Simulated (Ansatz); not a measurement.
# AgBr: the cell at several levels of theory

An exercise on one series of results from a longer session: the logs are not shown, and one member is left open.

The COD entry's cell or inner coordinates are ideal or old and differ from later refinements, so a difference from it is no clean test against experiment.

The runs shown are made with Ansatz 0.2.0. PAW datasets, plane waves, zero pressure. Calculated at 0 K for a non-magnetic cell.

### The structure to begin with

Space group Fm-3m (No. 225), cubic; conventional cell a = 5.740 Å, 23.64 Å³ an atom. Near Ag stand 6 Br at 2.87 Å; near Br stand 6 Ag at 2.87 Å.

Structure file:

```xyz
2
Lattice="0.0000 2.8702 2.8702 2.8702 0.0000 2.8702 2.8702 2.8702 0.0000" Properties=species:S:1:pos:R:3 pbc="T T T"
Ag    0.0000    0.0000    0.0000
Br    2.8702    2.8702    2.8702
```

The first run:

input.yaml reads:

```yaml
crystal:
  lattice:
    - [0.0, 2.87015, 2.87015]
    - [2.87015, 0.0, 2.87015]
    - [2.87015, 2.87015, 0.0]
  atoms:
    - { symbol: Ag, position: [0.0, 0.0, 0.0] }
    - { symbol: Br, position: [0.5, 0.5, 0.5] }
kpoints:
  mp_grid: { grid: [8, 8, 8] }
hamiltonian:
  xc: pbe
scf:
  occupations: { method: fermi_dirac, width: 0.02 }
relax:
  f_tol: 0.005
  cell: {}
output:
  write_density: true
  write_potential: true
  elf: true
  volumetric_format: npy
```

Launch:

```sh
$ ansatz run input.yaml --threads 2 --pin off --max-ram 4608MiB --backend cpu --events-out ev --progress --plain --runs-dir out
```

Steps of the session up to this table: Relaxation with PBE; Relaxation with r2SCAN; Relaxing with PBEsol; Relaxing with LDA; HSE06: cell and atoms.

One of the session's tables, all rows but one given; the rest of the session is left out.

| level | a (Å) | volume (Å³/atom) |
| --- | --- | --- |
| PBE | 5.843 | 24.940 |
| r2SCAN | 5.786 | 24.207 |
| PBEsol | 5.674 | 22.835 |
| LDA | ? | ? |
| HSE06 | 5.830 | 24.775 |

Q: Estimate the row for LDA from the others.

**Answer.** a (Å): 5.584; volume (Å³/atom): 21.766. In the column «a (Å)» it is the lowest.

In words: The first relaxation changed the volume by +5.5 % from the start. LDA gives the smallest cell and PBE the largest; they differ by 14.6 % in volume, a mean of 4.6 % in length. The meshes differ: PBE 8×8×8, r2SCAN 8×8×8, PBEsol 8×8×8, LDA 8×8×8, HSE06 6×6×6.
